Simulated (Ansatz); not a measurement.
Here is an Ansatz 0.2.0 calculation.

Contents of input.yaml:

```yaml
crystal:
  lattice:
    - [3.169, 0.0, 0.0]
    - [-1.5845, 2.7444345046, 0.0]
    - [0.0, 0.0, 12.324]
  atoms:
    - { symbol: Mo, position: [0.6666666667, 0.3333333333, 0.75] }
    - { symbol: Mo, position: [0.3333333333, 0.6666666667, 0.25] }
    - { symbol: S, position: [0.6666666667, 0.3333333333, 0.377] }
    - { symbol: S, position: [0.3333333333, 0.6666666667, 0.877] }
    - { symbol: S, position: [0.6666666667, 0.3333333333, 0.123] }
    - { symbol: S, position: [0.3333333333, 0.6666666667, 0.623] }
hamiltonian:
  xc: lda
  pseudopotentials: { kind: paw }
kpoints:
  mp_grid: { grid: [10, 10, 3] }
  band_path:
    path:
      - [[0.0, 0.0, 0.0], [0.5, 0.0, 0.0], [0.3333333333, 0.3333333333, 0.0], [0.0, 0.0, 0.0], [0.0, 0.0, 0.5], [0.5, 0.0, 0.5], [0.3333333333, 0.3333333333, 0.5], [0.0, 0.0, 0.5]]
      - [[0.5, 0.0, 0.5], [0.5, 0.0, 0.0]]
      - [[0.3333333333, 0.3333333333, 0.0], [0.3333333333, 0.3333333333, 0.5]]
    npoints: 14
scf:
  occupations: { method: fermi_dirac, width: 0.05 }
  n_extra_bands: 15
output:
  forces: true
  stress: true
  eigenvalues: true
  fatbands: false
```

Potentials or basis: Ansatz PAW.

The run is started by

```bash
$ ansatz run input.yaml --threads 2 --pin off --max-ram 5632MiB --backend cpu --events-out ev --progress --plain --runs-dir out
```

Problem. Predict the band gap along the path.

Solution. 0.81 eV, indirect (least direct gap 1.65 eV).

Problem. What does it give for the band gap on the k mesh?

Solution. 0.85 eV, indirect (least direct gap 1.86 eV).

Problem. What does it give for the largest force?

Solution. 0.481 eV/Å.

Forces in eV/Å, atoms in the order of the input:
```
Mo   0.000  0.000  0.000
Mo   0.000  0.000  0.000
S    0.000  0.000 -0.481
S    0.000  0.000 -0.481
S    0.000  0.000  0.481
S    0.000  0.000  0.481
```

Caveat: the PAW data sets come from PBE, with cores solved anew for the run's functional, which leaves a small shift of forces and pressure.

**What was measured.**

From “Multiwavelength excitation Raman Scattering Analysis of bulk and 2 dimensional MoS2: Vibrational properties of atomically thin MoS2 layers”, 2015, arxiv:1506.03228, for a bulk crystal of MoS2 at 300 K: band gap 1.3 eV (indirect).

Against the measured gap of MoS2, 1.3 eV (indirect; 300 K; “Multiwavelength excitation Raman Scattering Analysis of bulk and 2 dimensional MoS2: Vibrational properties of atomically thin MoS2 layers”, 2015, arxiv:1506.03228), the calculated 0.81 eV is off by -0.49 eV. Spin-orbit coupling on Mo is left out. The value is that of LDA, without temperature or zero-point motion. Semilocal functionals fall short of measured gaps as a rule.
